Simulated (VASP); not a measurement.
An input for Ansatz (written as the equivalent of a VASP run, and not itself run):

Ansatz 0.2 input:
```yaml
crystal:
  lattice:
    - [3.6238080, 0.0000000, 0.0000000]
    - [-1.8119040, 3.1383100, 0.0000000]
    - [0.0000000, 0.0000000, 3.8696730]
  atoms:
    - { symbol: Li, position: [0.0000000, 0.0000000, 0.5000000] }
    - { symbol: Li, position: [0.3333330, 0.6666670, 0.0000000] }
    - { symbol: Li, position: [0.6666670, 0.3333330, 0.0000000] }
    - { symbol: N, position: [0.0000000, 0.0000000, 0.0000000] }
kpoints:
  mp_grid: { grid: [9, 9, 7] }
hamiltonian:
  xc: pbe
  pseudopotentials: { kind: paw }
scf:
  occupations: { method: gaussian, width: 0.02 }
  max_iter: 100
output: { forces: true, stress: true, eigenvalues: true }
```

**Question.** Write the VASP files for the same calculation (PBE).

**Answer.** Several could match; the one computed here: 
File POSCAR:
```
Li3N
1
    3.6238080000     0.0000000000     0.0000000000
   -1.8119040000     3.1383100000     0.0000000000
    0.0000000000     0.0000000000     3.8696730000
Li N
3 1
Direct
  0.0000000000   0.0000000000   0.5000000000
  0.3333330000   0.6666670000   0.0000000000
  0.6666670000   0.3333330000   0.0000000000
  0.0000000000   0.0000000000   0.0000000000
```

### INCAR
```
SYSTEM = Li3N
PREC = Accurate; ENCUT = 400; LREAL = .FALSE.
LASPH = .TRUE.; NBANDS = 71
EDIFF = 1E-6; NELM = 100; ALGO = Normal
ISMEAR = 0; SIGMA = 0.02
GGA = PE
ISIF = 2
LWAVE = .FALSE.; LCHARG = .FALSE.
```

File KPOINTS:
```
Automatic mesh
0
Gamma
9 9 7
0 0 0
```

POTCAR, in this order: Li_sv N (PBE.64 set). Program: vasp_std.

Limits of the translation: each code has its own PAW files, so the cut-off isn't converted (ENCUT is set for VASP's; basis.ecutwfc is left out, and Ansatz then takes the one that its files recommend); Ansatz stops its SCF on the density residual and VASP on the energy change (EDIFF); the number of bands isn't carried over, since the valence differs with the files.

The structure comes from a computed database's Li3N entry; how it stands against other phases isn't given here. The cell was not relaxed at this level. The run is one of a series of settings (NBANDS = 71 against the base run), some of them coarse on purpose.
